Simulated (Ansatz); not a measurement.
# Ta2N in Ansatz: the effect of functional

The system is Ta2N.

```
Ta N
1.0
     3.09197    0.00000    0.00000
    -1.54598    2.67772    0.00000
     0.00000    0.00000    4.83716
Ta N
2 1
Direct
  0.33333 0.66667 0.25471
  0.66667 0.33333 0.74529
  0.00000 0.00000 0.00000
```

The cell comes from a database or a generator and needn't be the stable form of this composition.

The cell isn't the ideal one: volume scaled by 0.98.

Alike in all runs:

- Program: Ansatz 0.2.0
- Task: single point
- Potentials or basis: Ansatz PAW
- k mesh: 10 × 10 × 6
- Occupations: fermi-dirac, width 0.05 eV
- Spin: no spin polarisation

```tsv
functional	cutoff	pressure (GPa)	largest force (eV/Å)
LDA	420 eV (not typed: the program's choice for these potentials)	-9.2	0.33
PBEsol	420 eV (not typed: the program's choice for these potentials)	-3.6	0.19
r2SCAN	500 eV (not typed: the program's choice for these potentials)	?	?
```

Task: What does the run with functional r2SCAN give?

Result: Pressure 0.6 GPa; largest force 0.22 eV/Å.

Caveats: the PAW data sets come from PBE, with cores solved anew for the run's functional, which leaves a small shift of forces and pressure.
